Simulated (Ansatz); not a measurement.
**Sensitivity of the gradients in Al2O3 to the input**

Cell: a Materials Project structure (computed, not necessarily an observed phase), atoms as given.

Space group R-3c:H (No. 167); a = 4.8050, c = 13.1163 Å, γ = 120.00°.

```csv
site,Wyckoff,site symmetry,x,y,z
Al,12c,3.,0.0000,0.0000,0.1479
O,18e,.2,0.0272,0.6667,0.9167
```

One atom of each set is listed; the run and its k-mesh use a cell of 10 atoms with edges of 5.18, 5.18, 5.18 Å.

Reference run. Computed with Ansatz: DFT, PBE, plane waves and PAW, scalar-relativistic, 420 eV cutoff, Γ-centred 8×8×8 k-points, Fermi–Dirac smearing 0.02 eV.

(1) The input is changed as follows: `hamiltonian.xc`: pbe → pbesol; `scf.convergence.dr2_threshold`: not typed → 1e-08. What happens to V_zz (10²¹ V/m²) and η?

Answers

(1) 

```
site  V_zz reference  η reference  V_zz changed  η changed
  Al            0.54         0.00          0.54       0.00
   O           -4.00         0.52         -3.89       0.52
```

The largest change of V_zz is on O, from -4.00 to -3.89. In per cent, |V_zz| changes by 0 on Al, -3 on O (all sites that start above 0.5). Its pressure is -5 GPa, against 1 GPa in the reference run. SCF iterations: 6 and 7. New warnings: stress scf threshold loose.
